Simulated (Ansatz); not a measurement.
# ZnS: strain energy, fitted

ZnS, P6_3mc, a = 3.844 Å, c = 6.305 Å. The compound has several low-lying forms, and this is one of them. Ansatz: PBE, PAW, 420 eV, Γ-centred 12×12×4 mesh on 4 atoms, Gaussian smearing 0.02 eV; no spin polarisation. Series: biaxial strain in the a-b plane, c and atoms relaxed; x is the strain in per cent. y is the free energy over the unstrained cell, V0 = 20.170 Å³/atom.

```
x (%) y (meV/atom)
 -3.0             ?
 -2.0          7.75
 -1.0          1.96
  0.0          0.00
  1.0          1.69
  2.0          6.81
  3.0         15.15
```

Task: Fit y = c2 x² + c3 x³ to the other rows, turn c2 into a modulus, and predict the missing energy.

Result: Least squares on the rows shown. y = 1.8316 x² − 0.051022 x³. In eV per unit strain² c2 is 18.32; M is the biaxial modulus (E = M V0 ε²): 18.32 × 160.2 / (20.170) = 145 GPa. The unstrained cell keeps some stress along the strain, worth a slope of -0.12 meV/atom per %, which the form leaves out. At x = -3.0 the fit asked for gives 17.86 meV/atom. The run gave 17.58 meV/atom, so the fit is 0.28 meV/atom too high, 1.6 % of the span of the series, against an rms of 0.07 meV/atom on the fitted rows. The row lies outside the fitted range. With a term in x⁴ added, a fit to the same known rows predicts 18.34 meV/atom, further off still.